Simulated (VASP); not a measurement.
Input of a VASP 6.6.1 run:

Contents of INCAR:

```
SYSTEM = KF
  PREC = Accurate
  ENCUT = 520
  EDIFF = 1E-6
  ISMEAR = 0
  SIGMA = 0.02
  LREAL = .FALSE.
  LASPH = .TRUE.
  NELM = 60
  ALGO = Normal
  ISIF = 2
  LWAVE = .FALSE.
  LCHARG = .TRUE.
  GGA = PS
  LELF = .TRUE.
  LVHAR = .TRUE.
  NBANDS = 15
```

File KPOINTS:

```
regular mesh
0
G
  8 8 8
  0 0 0
```

POSCAR

```
KF
1.0
    0.0000000000      2.6542112430      2.6542112430
    2.6542112430      0.0000000000      2.6542112430
    2.6542112430      2.6542112430      0.0000000000
K F
1 1
Direct
    0.0000000000      0.0000000000      0.0000000000
    0.5000000000      0.5000000000      0.5000000000
```

Potentials or basis: VASP PAW PBE potentials, release 64 (K_sv, F).

The run is started by

```bash
$ cat potpaw_PBE.64/K_sv/POTCAR potpaw_PBE.64/F/POTCAR > POTCAR
$ mpirun -np 1 vasp_std > vasp.out
```

Problem. Estimate the band gap on the k mesh.

Solution. 6.13 eV, direct.

Problem. What does it give for the pressure?

Solution. 0.0 GPa.

Caveat: the PAW data sets were made with another functional, which shifts forces and pressure a little. A hybrid or GW would open this gap; PBEsol tends to underestimate it.
